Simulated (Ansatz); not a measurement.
# BP: the cost of one run

Method: DFT PBEsol, scalar-relativistic, plane waves, PAW, in Ansatz 0.2.0.

2 further runs of the same task are left out: 2 set aside as unsound or not needed.

## (1) The structure to begin with

Symmetry: F-43m, No. 216, cubic system. Conventional cell: a = 4.520 Å, b = 4.520 Å, c = 4.520 Å, α = 90.00°, β = 90.00°, γ = 90.00°. B (site symmetry -43m) is surrounded by 4 P at 1.96 Å. Around P (site symmetry -43m) lie 4 B at 1.96 Å.

As a file:

```
CELL_PARAMETERS angstrom
0.00000 2.26009 2.26009
2.26009 0.00000 2.26009
2.26009 2.26009 0.00000
ATOMIC_POSITIONS crystal
B 0.00000 0.00000 0.00000
P 0.75000 0.75000 0.75000
```

This cell was relaxed beforehand with the same method: volume 11.54 Å³/atom, gap on the mesh 1.12 eV.

## (2) Tight relaxation for the response runs

The response runs start from a cell at rest, found with their own mesh and filling of the bands.

File input.yaml:

```yaml
crystal:
  lattice:
    - [0.0, 2.2600863884, 2.2600863884]
    - [2.2600863884, 0.0, 2.2600863884]
    - [2.2600863884, 2.2600863884, 0.0]
  atoms:
    - { symbol: B, position: [0.0, 0.0, 0.0] }
    - { symbol: P, position: [0.75, 0.75, 0.75] }
basis:
  ecutwfc: 420
kpoints:
  mp_grid: { grid: [10, 10, 10] }
hamiltonian:
  xc: pbesol
scf:
  occupations: { method: fixed }
output:
  forces: true
  stress: true
  eigenvalues: true
relax:
  adjacent_minimum: "off"
  f_tol: 0.001
  max_steps: 60
  cell: { stress_tol: 0.01 }
```

Command:

```
ansatz run input.yaml --threads 1 --pin off --max-ram 3072MiB --backend cpu --events-out ev --progress --plain --runs-dir out
```

Q: Estimate wall time and peak memory on 1 thread of Arm Neoverse V1, shared host.

About 3.4 s, with a peak of 0.27 GiB.
